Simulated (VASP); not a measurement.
# Ti (Fm-3m) in VASP: notebook

Runs on Ti. Level: PBEsol. Tasks: single point, relaxation of cell and atoms.

Program: VASP 6.6.1. These are calculated values, not measurements. Logs are shortened: lines on timing, memory, paths and dates and some standing lists are left out, and cuts for length are marked.

## (1) The structure

Symmetry: Fm-3m, No. 225, cubic system. Conventional cell: a = 4.058 Å, b = 4.058 Å, c = 4.058 Å, α = 90.00°, β = 90.00°, γ = 90.00°. Ti (site symmetry m-3m) has 12 Ti at 2.87 Å as nearest neighbours.

The cell was built by a generator and needn't be a form met in nature.

## (2) Single point, PBEsol

INCAR

```
SYSTEM = Ti
ALGO = Normal
EDIFF = 1E-6
ENCUT = 520
GGA = PS
ISIF = 2
ISMEAR = -1
LASPH = .True.
LCHARG = .True.
LELF = .True.
LREAL = .False.
LVHAR = .True.
LWAVE = .False.
NBANDS = 32
NELM = 100
PREC = Accurate
SIGMA = 0.1
```

KPOINTS

```
k-points
0
Gamma
  5 5 5
  0 0 0
```

POSCAR

```
Ti
1.0
    4.0575758972      0.0000000000      0.0000000000
    0.0000000000      4.0575758972      0.0000000000
    0.0000000000      0.0000000000      4.0575758972
Ti
4
Direct
    0.0000000000      0.0000000000      0.0000000000
    0.0000000000      0.5000000000      0.5000000000
    0.5000000000      0.0000000000      0.5000000000
    0.5000000000      0.5000000000      0.0000000000
```

Potentials or basis: VASP PAW PBE potentials, release 64 (Ti_sv).

Launch:

```
cat potpaw_PBE.64/Ti_sv/POTCAR > POTCAR
mpirun -np 1 vasp_std > vasp.out
```

OUTCAR:

```text
SYSTEM = Ti
   EDIFF = 1E-6
   ENCUT = 520
   GGA = PS
   ISIF = 2
   ISMEAR = -1
   LASPH = .True.
   LREAL = .False.
   NELM = 100
   PREC = Accurate

 ion  position               nearest neighbor table
   1  0.000  0.000  0.000-   2 2.87   3 2.87   4 2.87   2 2.87   3 2.87   2 2.87   4 2.87   2 2.87
                             3 2.87   4 2.87   3 2.87   4 2.87
   2  0.000  0.500  0.500-   1 2.87   3 2.87   4 2.87   1 2.87   4 2.87   1 2.87   3 2.87   1 2.87
                             3 2.87   4 2.87   4 2.87   3 2.87
   3  0.500  0.000  0.500-   1 2.87   2 2.87   4 2.87   1 2.87   4 2.87   2 2.87   4 2.87   4 2.87
                             1 2.87   2 2.87   1 2.87   2 2.87
   4  0.500  0.500  0.000-   1 2.87   2 2.87   3 2.87   2 2.87   3 2.87   1 2.87   3 2.87   3 2.87
                             1 2.87   2 2.87   2 2.87   1 2.87

  LATTYP: Found a simple cubic cell.
 ALAT       =     4.0575758972

  Lattice vectors:

 A1 = (   4.0575758972,   0.0000000000,   0.0000000000)
 A2 = (   0.0000000000,   4.0575758972,   0.0000000000)
 A3 = (   0.0000000000,   0.0000000000,   4.0575758972)

Analysis of symmetry for initial positions (statically):
=====================================================================
 Subroutine PRICEL returns following result:

  LATTYP: Found a face centered cubic cell.
 ALAT       =     4.0575758972

  Lattice vectors:

 A1 = (   2.0287879486,  -2.0287879486,   0.0000000000)
 A2 = (   2.0287879486,   0.0000000000,   2.0287879486)
 A3 = (   0.0000000000,  -2.0287879486,   2.0287879486)

   4 primitive cells build up your supercell.

 Routine SETGRP: Setting up the symmetry group for a
 simple cubic supercell.

 Subroutine GETGRP returns: Found 48 space group operations
 (whereof 48 operations were pure point group operations)
 out of a pool of 48 trial point group operations.

The static configuration has the point symmetry O_h .

Analysis of symmetry for dynamics (positions and initial velocities):
=====================================================================
 Subroutine PRICEL returns following result:

  LATTYP: Found a face centered cubic cell.
 ALAT       =     4.0575758972

  Lattice vectors:

 A1 = (   2.0287879486,  -2.0287879486,   0.0000000000)
 A2 = (   2.0287879486,   0.0000000000,   2.0287879486)
 A3 = (   0.0000000000,  -2.0287879486,   2.0287879486)

   4 primitive cells build up your supercell.

 Routine SETGRP: Setting up the symmetry group for a
 simple cubic supercell.

 Subroutine GETGRP returns: Found 48 space group operations
 (whereof 48 operations were pure point group operations)
 out of a pool of 48 trial point group operations.

The dynamic configuration has the point symmetry O_h .

 Subroutine INISYM returns: Found 48 space group operations
 (whereof 48 operations are pure point group operations),
 and found     4 'primitive' translations

----------------------------------------------------------------------------------------

                                     Primitive cell

  volume of cell :      16.7009

  direct lattice vectors                    reciprocal lattice vectors
     2.028787949 -2.028787949  0.000000000     0.246452568 -0.246452568 -0.246452568
     2.028787949  0.000000000  2.028787949     0.246452568  0.246452568  0.246452568
     0.000000000 -2.028787949  2.028787949    -0.246452568 -0.246452568  0.246452568

  length of vectors
     2.869139432  2.869139432  2.869139432     0.426868370  0.426868370  0.426868370

  position of ions in fractional coordinates (direct lattice)
     0.000000000  0.000000000  0.000000000

  ion indices of the primitive-cell ions
   primitive index   ion index
                 1           1

----------------------------------------------------------------------------------------

 KPOINTS: k-points

Automatic generation of k-mesh.
 Grid dimensions read from file:
 generate k-points for:    5    5    5

 Generating k-lattice:

  Cartesian coordinates                     Fractional coordinates (reciprocal lattice)
     0.049290514  0.000000000  0.000000000     0.200000000  0.000000000  0.000000000
     0.000000000  0.049290514  0.000000000     0.000000000  0.200000000  0.000000000
     0.000000000  0.000000000  0.049290514     0.000000000  0.000000000  0.200000000

  Length of vectors
     0.049290514  0.049290514  0.049290514

  Shift w.r.t. Gamma in fractional coordinates (k-lattice)
     0.000000000  0.000000000  0.000000000

 Subroutine IBZKPT returns following result:
 ===========================================

 Found     10 irreducible k-points:

 Following reciprocal coordinates:
            Coordinates               Weight
  0.000000  0.000000  0.000000      1.000000
  0.200000  0.000000  0.000000      6.000000
  0.400000  0.000000  0.000000      6.000000
  0.200000  0.200000  0.000000     12.000000
  0.400000  0.200000  0.000000     24.000000
  0.400000  0.400000  0.000000     12.000000
  0.200000  0.200000  0.200000      8.000000
  0.400000  0.200000  0.200000     24.000000
  0.400000  0.400000  0.200000     24.000000
  0.400000  0.400000  0.400000      8.000000
   k-points           NKPTS =     10   k-points in BZ     NKDIM =     10   number of bands    NBANDS=     32
   number of dos      NEDOS =    301   number of ions     NIONS =      4
   total plane-waves  NPLWV =  27000
   dimension x,y,z NGX =    30 NGY =   30 NGZ =   30
   dimension x,y,z NGXF=    60 NGYF=   60 NGZF=   60
   ions per type =               4
   NGX,Y,Z   is equivalent  to a cutoff of  12.29, 12.29, 12.29 a.u.
   NGXF,Y,Z  is equivalent  to a cutoff of  24.58, 24.58, 24.58 a.u.
 SYSTEM =  Ti
   PREC   = accura    normal or accurate (medium, high low for compatibility)
   ISTART =      0    job   : 0-new  1-cont  2-samecut
   ICHARG =      2    charge: 1-file 2-atom 10-const
   ISPIN  =      1    spin polarized calculation?
   LNONCOLLINEAR =      F non collinear calculations
   LSORBIT =      F    spin-orbit coupling
   LASPH  =      T    aspherical Exc in radial PAW
   ENCUT  =  520.0 eV  38.22 Ry    6.18 a.u.   7.54  7.54  7.54*2*pi/ulx,y,z
   NELM   =    100;   NELMIN=  2; NELMDL= -5     # of ELM steps
   EDIFF  = 0.1E-05   stopping-criterion for ELM
   LREAL  =      F    real-space projection
   EDIFFG = 0.1E-04   stopping-criterion for IOM
   NSW    =      0    number of steps for IOM
   IBRION =     -1    ionic relax: 0-MD 1-quasi-New 2-CG
   NFREE  =      0    steps in history (QN), initial steepest desc. (CG)
   ISIF   =      2    stress and relaxation
   ISYM   =      2    0-nonsym 1-usesym 2-fastsym
   POTIM  = 0.5000    time-step for ionic-motion
   TEBEG  =    0.0;   TEEND  =   0.0 temperature during run
   PSTRESS=    0.0 pullay stress
   NELECT =      48.0000    total number of electrons
   NUPDOWN=      -1.0000    fix difference up-down
   EMIN   =  10.00;   EMAX   =-10.00  energy-range for DOS
   EFERMI =   0.00;   METHOD = LEGACY
   ISMEAR =    -1;   SIGMA  =   0.10  broadening in eV -4-tet -1-fermi 0-gaus
   EFERMI_NEDOS =   21; number of points for ismear=-14 and -15
   IALGO  =     38    algorithm
   IMIX   =      4    mixing-type and parameters
     AMIX     =   0.40;   BMIX     =  1.00
     AMIX_MAG =   1.60;   BMIX_MAG =  1.00
  volume/ion in A,a.u.               =      16.70       112.70
  Fermi-wavevector in a.u.,A,eV,Ry     =   1.466297  2.770899 29.252889  2.150027
  Thomas-Fermi vector in A             =   2.582051
   LORBIT       =      0    0 simple, 1 ext, 2 COOP (PROOUT), +10 PAW based schemes
   GGA     = PS    functional components
   LHFCALC =     F    Hartree Fock is set to
   AEXX    =    0.0000 exact exchange contribution
   IVDW    =     0    specifies the selected vdW correction
   LEPSILON=     F    determine dielectric tensor
   LRPA    =     F    only Hartree local field effects (RPA)
 non-spin polarized calculation
  energy-cutoff  :      520.00
  volume of cell :       66.80
 maximum number of plane-waves:      1815
 NGX is ok and might be reduce to    30
   NGX = 15   NGY = 15   NGZ = 15

 number of electron      48.0000009 magnetization

 Free energy of the ion-electron system (eV)
  ---------------------------------------------------
  ext. energy  EPLUGINS =         0.00000000
  ---------------------------------------------------
  free energy    TOTEN  =       -33.22573580 eV

  energy without entropy =      -33.00059527  energy(sigma->0) =      -33.11316553

 E-fermi :   8.5182     XC(G=0): -11.8229

 val. band max:        8.4274150323   @ k =   0.4000   0.4000   0.0000
 cond. band min:       8.5951450463   @ k =   0.4000   0.4000   0.4000
 fundamental gap:      0.1677300140
 Fermi energy:         8.5182331809

 k-point     1 :       0.0000    0.0000    0.0000
  band No.  band energies     occupation
      1     -47.8836      2.00000
      2     -47.6899      2.00000
      3     -47.6899      2.00000
      4     -47.6899      2.00000
      5     -24.5065      2.00000
      6     -24.5065      2.00000
[... 24 lines left out ...]
     31      11.5378      0.00000
     32      12.2706      0.00000

 k-point     2 :       0.2000    0.0000    0.0000
  band No.  band energies     occupation
      1     -47.8652      2.00000
      2     -47.7086      2.00000
      3     -47.6898      2.00000
      4     -47.6898      2.00000
      5     -24.4648      2.00000
      6     -24.4648      2.00000
[... 24 lines left out ...]
     31      11.2387      0.00000
     32      11.8166      0.00000
[... 243 lines left out ...]
     31       9.9796      0.00000
     32      10.0268      0.00000

 k-point    10 :       0.4000    0.4000    0.4000
  band No.  band energies     occupation
      1     -47.7514      2.00000
      2     -47.7328      2.00000
      3     -47.7328      2.00000
      4     -47.7328      2.00000
      5     -24.5278      2.00000
      6     -24.5278      2.00000
[... 24 lines left out ...]
     31       9.5124      0.00010
     32       9.5124      0.00010

------------------------ aborting loop because EDIFF is reached ----------------------------------------

  FORCE on cell =-STRESS in cart. coord.  units (eV):
  Direction    XX          YY          ZZ          XY          YZ          ZX
  --------------------------------------------------------------------------------------
  -------------------------------------------------------------------------------------
  Total       -0.1261692     -0.1261692     -0.1261692     -0.0000000     -0.0000000     -0.0000000
  in kB       -3.0259666     -3.0259666     -3.0259666     -0.0000000     -0.0000000     -0.0000000
  external PRESSURE =      -3.0259666 kB  Pullay stress =       0.0000000 kB

 VOLUME and BASIS-vectors are now :
 -----------------------------------------------------------------------------
  energy-cutoff  :      520.00
  volume of cell :       66.80
      direct lattice vectors                 reciprocal lattice vectors
     4.057575897  0.000000000  0.000000000     0.246452568  0.000000000  0.000000000
     0.000000000  4.057575897  0.000000000     0.000000000  0.246452568  0.000000000
     0.000000000  0.000000000  4.057575897     0.000000000  0.000000000  0.246452568

 POSITION                                       TOTAL-FORCE (eV/Angst)
 -----------------------------------------------------------------------------------
      0.00000      0.00000      0.00000         0.000000      0.000000      0.000000
      0.00000      2.02879      2.02879        -0.000000      0.000000      0.000000
      2.02879      0.00000      2.02879        -0.000000     -0.000000     -0.000000
      2.02879      2.02879      0.00000        -0.000000     -0.000000     -0.000000
 -----------------------------------------------------------------------------------
    total drift:                                0.000000      0.000000     -0.000000

  FREE ENERGIE OF THE ION-ELECTRON SYSTEM (eV)
  ---------------------------------------------------
  free  energy   TOTEN  =       -33.2257357974 eV

  energy  without entropy=      -33.0005952700  energy(sigma->0) =      -33.11316553
```

It took 16 s on 1 thread of Intel Xeon Platinum 8488C (Sapphire Rapids), shared host; peak memory 0.16 GiB.

What came out:

```yaml
Free_energy: -33.2257 eV
Pressure: -0.3 GPa
Band_gap_on_the_k_mesh: none (metal or under the smearing width)
```

Caveat: the PAW data sets were made with another functional, which shifts forces and pressure a little.

## (3) Relaxation of cell and atoms, PBEsol

This run uses another cell than the first one, of 17.61 Å³/atom, 1.055 times its volume.

INCAR

```
SYSTEM = Ti
PREC = Accurate ; ENCUT = 600
EDIFF = 1E-6 ; ISMEAR = -1
SIGMA = 0.1 ; LREAL = .FALSE.
LASPH = .TRUE. ; NELM = 100
ALGO = Normal ; ISIF = 8
LWAVE = .FALSE. ; LCHARG = .FALSE.
GGA = PS ; IBRION = 2
NSW = 50 ; EDIFFG = -0.03
```

KPOINTS

```
regular mesh
0
G
  5 5 5
  0 0 0
```

POSCAR

```
Ti
1.0
    4.1300000000      0.0000000000      0.0000000000
    0.0000000000      4.1300000000      0.0000000000
    0.0000000000      0.0000000000      4.1300000000
Ti
4
Direct
    0.0000000000      0.0000000000      0.0000000000
    0.0000000000      0.5000000000      0.5000000000
    0.5000000000      0.0000000000      0.5000000000
    0.5000000000      0.5000000000      0.0000000000
```

Potentials or basis: VASP PAW PBE potentials, release 64 (Ti_sv).

Launch:

```
cat potpaw_PBE.64/Ti_sv/POTCAR > POTCAR
mpirun -np 1 vasp_std > vasp.out
```

It took 42 s on 1 thread of Intel Xeon Platinum 8488C (Sapphire Rapids), shared host; peak memory 0.21 GiB.

Results (log left out):

```yaml
Free_energy: -33.2268 eV
Relaxed_volume: 16.66 Å³/atom
Relaxed_cell: a = 4.054 Å, b = 4.054 Å, c = 4.054 Å, α = 90.00°, β = 90.00°, γ = 90.00°
Space_group_after_relaxing_to_0.05_Å: Fm-3m (No. 225)
Energy_gained_by_relaxing: 17.6 meV/atom
Ionic_steps: 3
Pressure_after_relaxing: 0.0 GPa
Band_gap_on_the_k_mesh: none (metal or under the smearing width)
```

The path:
```tsv
step	energy change (eV)	largest force (eV/Å)	pressure (GPa)	volume (Å³)
1	0.0000	0.0000	-5.67	70.44
2	-0.0405	0.0000	4.23	64.28
3	-0.0705	0.0000	-0.02	66.63
```

Final structure:
```cif
data_structure
_symmetry_space_group_name_H-M 'P 1'
_symmetry_Int_Tables_number 1
_cell_length_a 4.0540
_cell_length_b 4.0540
_cell_length_c 4.0540
_cell_angle_alpha 90.000
_cell_angle_beta 90.000
_cell_angle_gamma 90.000
_cell_volume 66.63
loop_
_atom_site_label
_atom_site_type_symbol
_atom_site_fract_x
_atom_site_fract_y
_atom_site_fract_z
_atom_site_occupancy
Ti1 Ti 0.00000 0.00000 0.00000 1
Ti2 Ti 0.00000 0.50000 0.50000 1
Ti3 Ti 0.50000 0.00000 0.50000 1
Ti4 Ti 0.50000 0.50000 0.00000 1
```

Levels at points of the mesh, in eV from the Fermi level:
```
           k point  band 20  band 21  band 22  band 23  band 24  band 25  band 26  band 27
(0.00, 0.00, 0.00)    -2.73    -1.83    -1.83    -1.83     0.91     0.91     0.91     2.63
```

Caveat: the PAW data sets were made with another functional, which shifts forces and pressure a little.
